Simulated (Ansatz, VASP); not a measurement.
**One calculation of SiC, two programs**

```
CELL_PARAMETERS angstrom
2.83306 0.00000 0.00000
-1.41653 2.45351 0.00000
0.00000 0.00000 6.04356
ATOMIC_POSITIONS crystal
Si 0.33333 0.66667 0.00456
Si 0.66667 0.33333 0.50456
C 0.33333 0.66667 0.38044
C 0.66667 0.33333 0.88044
```

Alike in both runs: task single point; functional PBE; k mesh 12 × 12 × 6; occupations gaussian, width 0.05 eV; no spin polarisation.

```csv
,VASP,Ansatz
version,VASP 6.6.1,Ansatz 0.2.0
potentials or method,"VASP PAW PBE potentials, release 64 (Si, C)","scalar-relativistic, plane waves, PAW"
plane-wave cutoff (eV),520,420
valence electrons in the cell,16,16
```

```tsv
	VASP	Ansatz	Ansatz less VASP
gap on the k mesh at the Fermi level (eV)	none	none	-
pressure (GPa)	18.3	18.2	-0.01
largest component of the traceless stress (GPa)	75.91	75.53	-0.381
rms of the force components (eV/Å)	0.017	0.016	-0.0013
```

Atom by atom the forces differ by 0.001 eV/Å (rms over components). A gap of «none» marks a metal or a gap that the smearing closes.

Caveats: so large a pressure means that the cell lies far from this level's equilibrium, or that cutoff or potentials fall short (VASP).
